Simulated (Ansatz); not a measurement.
# Al2O3 (Pnnm) in Ansatz: settings compared, part 2 of 2

Ansatz 0.2.0. The steps go on from the part before.

## Step 3: Band structure, r2SCAN

The input, input.yaml:

```yaml
crystal:
  lattice:
    - [4.613777, 0.0, 0.0]
    - [0.0, 9.563279, 0.0]
    - [0.0, 0.0, 3.119862]
  atoms:
    - { symbol: Al, position: [0.982975, 0.824573, 0.0] }
    - { symbol: Al, position: [0.017025, 0.175427, 0.0] }
    - { symbol: Al, position: [0.482975, 0.675427, 0.5] }
    - { symbol: Al, position: [0.517025, 0.324573, 0.5] }
    - { symbol: O, position: [0.5, 0.5, 0.5] }
    - { symbol: O, position: [0.123635, 0.75305, 0.5] }
    - { symbol: O, position: [0.376365, 0.25305, 0.0] }
    - { symbol: O, position: [0.623635, 0.74695, 0.0] }
    - { symbol: O, position: [0.0, 0.0, 0.0] }
    - { symbol: O, position: [0.876365, 0.24695, 0.5] }
hamiltonian:
  xc: r2scan
  pseudopotentials: { kind: paw }
kpoints:
  mp_grid: { grid: [6, 3, 9] }
  band_path:
    path:
      - [[0.0, 0.0, 0.0], [0.0, 0.0, 0.5], [0.5, 0.0, 0.5], [0.5, 0.0, 0.0], [0.0, 0.0, 0.0], [0.0, 0.5, 0.0], [0.0, 0.5, 0.5], [0.5, 0.5, 0.5], [0.5, 0.5, 0.0], [0.0, 0.5, 0.0]]
      - [[0.5, 0.0, 0.0], [0.5, 0.5, 0.0]]
      - [[0.0, 0.5, 0.5], [0.0, 0.0, 0.5]]
      - [[0.5, 0.0, 0.5], [0.5, 0.5, 0.5]]
    npoints: 10
scf:
  occupations: { method: fermi_dirac, width: 0.05 }
  n_extra_bands: 25
output:
  forces: true
  stress: true
  eigenvalues: true
  fatbands: false
  write_density: true
  write_potential: true
  elf: true
  volumetric_format: npy
```

Potentials or basis: Ansatz PAW.

Launch:

```console
$ ansatz run input.yaml --threads 4 --pin off --max-ram 11264MiB --backend cpu --events-out ev --progress --plain --runs-dir out
```

Log:

```text
Warning: RAYON_NUM_THREADS=4 ignored (pool sized by the plan → 4); use --threads N
scf.n_extra_bands = 25 over 24 filled bands (N_el = 48.0): the run solves 49 bands
Engine: ansatz 0.2.0, aarch64-unknown-linux-gnu
Pseudopotentials: kind: paw
Pseudopotential: Al, paw, valence charge 3, recommended cutoff 500 eV (meta_gga), Al.paw.azcp
Pseudopotential: O, paw, valence charge 6, recommended cutoff 500 eV (meta_gga), O.paw.azcp
Functional definition: r2SCAN
  parameter k0 = 0.174
  parameter k1 = 0.065
  parameter a1 = 4.9479
  exchange = r2scan_x(k0 = k0, k1 = k1, a1 = a1)
  correlation = r2scan_c
Crystal: 10 atoms, lattice volume = 137.657 Å³
Basis set: ecut = 500 eV, 3509 PW (Γ), exchange–correlation on 144×288×96 points (64 copies of the dense FFT grid, shifted against one another)
Bands: 49, of which v1, the nominal top of the filled ones, is band 24 counted from 1 (23 counted from 0)
Symmetry: 8 space group operations
Space group: Pnnm (ITA 58), of the structure as read, at distance tolerance 5.2e-5 Å
k-points: 40 of 162
Non-local potential: Al, projectors of the file, l = 0: 2, l = 1: 2, l = 2: 1
Non-local potential: O, projectors of the file, l = 0: 2, l = 1: 2, l = 2: 1
PAW form: soft (Blöchl's): semilocal exchange-correlation on the pseudo side does not see the compensation charge
PAW frozen core: Al, regenerated for the run's functional (the file was generated under x = pbe(κ = 0.804, μ = 0.2195149727645171), c = pbe(β = 0.06672455060314922))
PAW frozen core: O, regenerated for the run's functional (the file was generated under x = pbe(κ = 0.804, μ = 0.2195149727645171), c = pbe(β = 0.06672455060314922))
PAW one-centre angular grid: Al, 302 points (default); XC on 160 Gauss nodes
PAW one-centre angular grid: O, 302 points (default); XC on 160 Gauss nodes
Initial density: superposition of atomic densities (neutral atoms: chi_scale 0, normalization atom), corrected by the library's trained network
Initial wavefunctions: pseudopotential atomic-orbital guess
Functional: x = r2scan, c = r2scan; τ floored in thin density (d = 2e-4 eV/Å³)
SCF iter   1: F=—  HF=-5588.758908 eV  |F-HF|=—  |Δ(HF+E_count)|=         —  Δρ=6.37e-3  dr2=5.96e-2  dr2_τ=5.87e-1  ethr=1.77e-3  ⟨swp⟩=5.8  Hψ=9478  notcnv=0  defer=351
preconditioner: auto → Resta (q_TF=auto, 2.289 Å⁻¹)  ε∞=2.2  [insulator: Δε(μ)=4.260 eV  Ē_g=19.731 eV  σ=0.050 eV  W_gap=1.00  n_scr=22 (ndim 8)  ℏωp=21.9 eV  f_vac=0.147  D(μ)=0.00/eV (n_scr^D=0)  ε∞_Penn≈2.2]
SCF iter   2: F=—  HF=-5589.046370 eV  |F-HF|=—  |Δ(HF+E_count)|=   2.87e-1  Δρ=4.03e-3  dr2=1.25e-2  dr2_τ=1.83e-3  ethr=1.24e-4  ⟨swp⟩=2.8  Hψ=3597  notcnv=0  defer=729
SCF iter   3: F=—  HF=-5589.045890 eV  |F-HF|=—  |Δ(HF+E_count)|=   4.80e-4  Δρ=1.16e-3  dr2=1.81e-3  dr2_τ=2.31e-4  ethr=2.60e-5  ⟨swp⟩=3.0  Hψ=2288  notcnv=0  defer=729
SCF iter   4: F=—  HF=-5589.045852 eV  |F-HF|=—  |Δ(HF+E_count)|=   3.78e-5  Δρ=4.45e-4  dr2=2.13e-4  dr2_τ=3.89e-5  ethr=3.76e-6  ⟨swp⟩=2.0  Hψ=2031  notcnv=0  defer=729
SCF iter   5: F=—  HF=-5589.045833 eV  |F-HF|=—  |Δ(HF+E_count)|=   1.94e-5  Δρ=1.14e-4  dr2=1.89e-5  dr2_τ=1.42e-6  ethr=4.44e-7  ⟨swp⟩=2.0  Hψ=2031  notcnv=0  defer=729
SCF iter   6: F=—  HF=-5589.045852 eV  |F-HF|=—  |Δ(HF+E_count)|=   1.90e-5  Δρ=4.54e-5  dr2=3.10e-6  dr2_τ=1.44e-7  ethr=3.93e-8  ⟨swp⟩=2.0  Hψ=1940  notcnv=0  defer=729
SCF iter   7: F=—  HF=-5589.045853 eV  |F-HF|=—  |Δ(HF+E_count)|=   9.67e-7  Δρ=1.01e-5  dr2=1.61e-7  dr2_τ=5.56e-9  ethr=6.47e-9  ⟨swp⟩=2.1  Hψ=2133  notcnv=0  defer=729
SCF iter   8: F=-5589.045853 eV  HF=-5589.045853 eV  |F-HF|=3.77e-9  |Δ(HF+E_count)|=   2.48e-8  Δρ=3.09e-6  dr2=1.45e-8  dr2_τ=2.86e-10  ethr=2.08e-10  ⟨swp⟩=17.6  Hψ=15286  notcnv=0
SCF 1 converged in 8 iterations: F = -5589.045853 eV  dr2 = 1.45e-8
NSCF: frozen V_eff on 124 k-points
SCF converged after 8 iterations
Free energy (F): -5589.045853 eV
Harris-Foulkes:  -5589.045853 eV  (|F-HF|=3.77e-9)
Internal energy: -5589.045853 eV  (E = F + TS)
E sigma→0 (E₀):  -5589.045853 eV
Fermi energy:    4.568644 eV
--- Per-component energies (eV) ---
  E_band       = -221.543517
  E_kinetic    = 1173.727428
  E_local      = -3059.034209  (includes V_loc(G=0)·N_el)
  E_nonlocal   = 321.204217
  E_hartree    = 1152.231635
  E_xc         = -593.306910
  E_vxc        = -769.550841  (∫ρ·V_xc dr)
  E_paw        = -2857.044221  (= ΣΔE_a)
  E_vpaw       = -241.003535  (= ΣTr[D̂ρ^β])
  E_aug_tail   = 0.006239  (compensation charges beyond the density's cutoff)
  E_vtau       = 48.638086  (kinetic-family band-sum trace: ∫τ·v_τ [+ j·A + Jᵃ·Aᵃ] dr)
  E_ewald      = -1726.397955
  E_core_change = -0.432078  (= ΣΔE_core)
  E_smearing   = -0.000000  (= −TS)
  E_closure    = -0.000000  (closes the sum)
  Σ components = -5589.045853   (vs F -5589.045853, Δ=0.00e0)
--- Forces (eV/Å), atoms counted from 1 ---
  atom   1  Al    -0.09053429    -0.01447385     0.00000000
  atom   2  Al     0.09053429     0.01447385     0.00000000
  atom   3  Al    -0.09053429     0.01447385     0.00000000
  atom   4  Al     0.09053429    -0.01447385     0.00000000
  atom   5  O      0.00000000     0.00000000     0.00000000
  atom   6  O      0.20784306    -0.02500236     0.00000000
  atom   7  O     -0.20784306    -0.02500236     0.00000000
  atom   8  O      0.20784306     0.02500236     0.00000000
  atom   9  O      0.00000000    -0.00000000     0.00000000
  atom  10  O     -0.20784306     0.02500236     0.00000000
  max |Σ_I F_I| component: 8.33e-17 eV/Å
--- Stress (GPa, compression-positive) ---
       -2.142711       0.000000       0.000000
        0.000000      -2.795734       0.000000
        0.000000       0.000000      -7.472607
  P = ⅓ Tr σ = -4.1370 GPa (-41.370 kbar)
--- Band table (eV; the first three rows and the last of 40) ---
  k-point 0: bands = ["-17.4850", "-17.4157", "-16.2001", "-16.1761", "-14.8635", "-14.7597", "-4.3035", "-3.8217", "-2.2522", "-1.8708", "-1.8397", "-1.8376", "-1.2611", "-0.8551", "-0.8481", "-0.6058", "-0.5914", "0.1878", "0.7894", "1.0923", "1.3766", "1.8967", "2.3719", "2.4313", "6.5471", "8.2436", "9.1744", "10.1765", "10.2193", "11.3311", "11.5982", "12.7519", "13.8581", "14.0066", "15.3322", "15.4496", "15.7095", "15.7237", "16.1638", "16.6065", "17.9550", "18.0903", "18.5844", "18.5867", "18.9541", "19.0171", "19.6871", "20.1469", "20.3773"]
  k-point 1: bands = ["-17.4169", "-17.3509", "-16.1960", "-16.1768", "-14.8444", "-14.7421", "-4.1946", "-3.7222", "-2.3214", "-2.0946", "-1.9191", "-1.8854", "-1.2083", "-0.9927", "-0.9644", "-0.8831", "-0.6992", "0.1954", "0.7512", "1.0061", "1.4198", "1.8736", "2.1581", "2.2601", "6.9831", "8.5925", "9.4103", "10.5416", "10.5557", "11.5494", "11.9211", "12.7207", "13.7815", "14.1434", "15.2929", "15.3949", "15.4358", "15.6483", "16.2656", "16.2711", "17.0685", "17.2570", "17.8745", "18.3027", "18.7665", "19.0516", "20.2130", "20.9289", "20.9357"]
  k-point 2: bands = ["-17.2264", "-17.1701", "-16.2017", "-16.1930", "-14.7931", "-14.6992", "-3.8899", "-3.4385", "-2.7532", "-2.5916", "-2.2415", "-1.7352", "-1.6705", "-1.1712", "-1.1335", "-1.0675", "-0.9086", "0.1794", "0.6346", "0.7315", "1.5198", "1.7632", "1.8103", "1.8770", "8.0086", "9.3894", "9.8907", "11.3364", "11.4022", "12.0612", "12.7212", "12.8339", "13.6432", "14.3776", "14.4915", "15.1472", "15.1647", "15.5878", "15.6309", "15.9015", "16.0875", "16.4940", "17.4591", "17.6602", "18.8589", "18.8884", "19.9462", "20.1510", "20.2334"]
  k-point 39: bands = ["-16.5154", "-16.5154", "-16.5063", "-16.5063", "-14.6569", "-14.6569", "-4.3510", "-4.3510", "-4.0781", "-4.0781", "-1.4404", "-1.4404", "-1.3459", "-1.3459", "-0.9688", "-0.9688", "0.1290", "0.1290", "0.3925", "0.3925", "1.3350", "1.3350", "1.7491", "1.7491", "10.1602", "10.1602", "11.3245", "11.3245", "11.5100", "11.5100", "11.9396", "11.9396", "13.5603", "13.5603", "14.2190", "14.2190", "15.5393", "15.5393", "15.7021", "15.7021", "16.0257", "16.0257", "17.0219", "17.0219", "17.9574", "17.9574", "20.7069", "20.7069", "21.5185"]
```

It took 22 s on 4 threads of Arm Neoverse V1, shared host; peak memory 1 GiB.

What came out:

```
Free energy             : -5589.0459 eV
Pressure                : -4.1 GPa
Largest force           : 0.209 eV/Å
Band gap on the k mesh  : 4.12 eV, direct
Band gap along the path : 4.12 eV, direct
```

Forces on the atoms (eV/Å):
```
Al  -0.091 -0.014  0.000
Al   0.091  0.014  0.000
Al  -0.091  0.014  0.000
Al   0.091 -0.014  0.000
O    0.000  0.000  0.000
O    0.208 -0.025  0.000
O   -0.208 -0.025  0.000
O    0.208  0.025  0.000
O    0.000  0.000  0.000
O   -0.208  0.025  0.000
```

Levels at the corners of the path, in eV from the valence-band top:
| point | band 21 | band 22 | band 23 | band 24 | band 25 | band 26 | band 27 | band 28 |
| --- | --- | --- | --- | --- | --- | --- | --- | --- |
| Γ | -1.05 | -0.53 | -0.06 | 0.00 | 4.12 | 5.81 | 6.74 | 7.75 |
| X | -1.08 | -1.08 | -0.72 | -0.72 | 8.48 | 8.48 | 8.64 | 8.64 |
| S | -1.22 | -1.22 | -0.57 | -0.57 | 7.59 | 7.59 | 8.85 | 8.85 |
| Y | -0.90 | -0.90 | -0.02 | -0.02 | 6.67 | 6.67 | 7.28 | 7.28 |
| Γ | -1.05 | -0.53 | -0.06 | 0.00 | 4.12 | 5.81 | 6.74 | 7.75 |
| Z | -0.74 | -0.74 | -0.03 | -0.03 | 4.80 | 4.80 | 7.31 | 7.31 |
| U | -1.15 | -1.15 | -0.62 | -0.62 | 8.40 | 8.40 | 8.67 | 8.67 |
| R | -1.05 | -1.05 | -0.73 | -0.73 | 7.77 | 7.77 | 8.95 | 8.95 |
| T | -0.82 | -0.82 | -0.02 | -0.02 | 6.74 | 6.74 | 7.08 | 7.08 |
| Z | -0.74 | -0.74 | -0.03 | -0.03 | 4.80 | 4.80 | 7.31 | 7.31 |
| Y | -0.90 | -0.90 | -0.02 | -0.02 | 6.67 | 6.67 | 7.28 | 7.28 |
| T | -0.82 | -0.82 | -0.02 | -0.02 | 6.74 | 6.74 | 7.08 | 7.08 |
| U | -1.15 | -1.15 | -0.62 | -0.62 | 8.40 | 8.40 | 8.67 | 8.67 |
| X | -1.08 | -1.08 | -0.72 | -0.72 | 8.48 | 8.48 | 8.64 | 8.64 |
| S | -1.22 | -1.22 | -0.57 | -0.57 | 7.59 | 7.59 | 8.85 | 8.85 |
| R | -1.05 | -1.05 | -0.73 | -0.73 | 7.77 | 7.77 | 8.95 | 8.95 |

Caveat: the PAW data sets come from PBE, with cores solved anew for the run's functional, which leaves a small shift of forces and pressure. r2SCAN opens gaps a little over a GGA but as a rule still falls short of measured ones.
